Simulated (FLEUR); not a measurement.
Runs of FLEUR MaX-R8.1 (later development tree) on HfC. Symmetry: Fm-3m, No. 225, cubic system. The conventional cell has a = 4.650 Å, b = 4.650 Å, c = 4.650 Å, α = 90.00°, β = 90.00°, γ = 90.00°. Around Hf (site symmetry m-3m) lie 6 C at 2.33 Å. C (site symmetry m-3m) has 6 Hf at 2.33 Å as nearest neighbours. 

| task | level | cell | gmax | muffin-tin radii | max iterations | mixing factor | mixer | kmax | gap on the mesh (eV) | V0 of scaled cells (Å³/atom) | B0 (GPa) |
| --- | --- | --- | --- | --- | --- | --- | --- | --- | --- | --- | --- |
| equation of state | PBE | as given | 14.4 1/bohr | Hf 2.44, C 1.51 bohr | - | - | - | 4.64 1/bohr | - | (a) | 234 |
| single point | PBE | as given | 14.4 1/bohr | Hf 2.44, C 1.51 bohr | 60 | 0.05 | Anderson | 4.64 1/bohr | none | - | - |
| equation of state | BLYP | as given | 14.8 1/bohr | Hf 2.44, C 1.51 bohr | - | - | - | 4.77 1/bohr | - | 12.99 | 220 |
| single point | PBE | atoms moved at random, drawn with an rms of 0.05 Å | 14.4 1/bohr | Hf 2.44, C 1.51 bohr | 60 | 0.05 | Anderson | 4.64 1/bohr | none | - | - |

Alike in all rows: potentials or basis all-electron, FLAPW; no spin polarisation; k mesh 10 × 10 × 10; smearing fermi-dirac 0.05 eV.

Fill in the values left out.

(a) 12.59.

A k mesh can miss the band edges, and the runs leave out spin-orbit coupling on Hf.

A gap of «none» marks a metal or a gap under the smearing width.
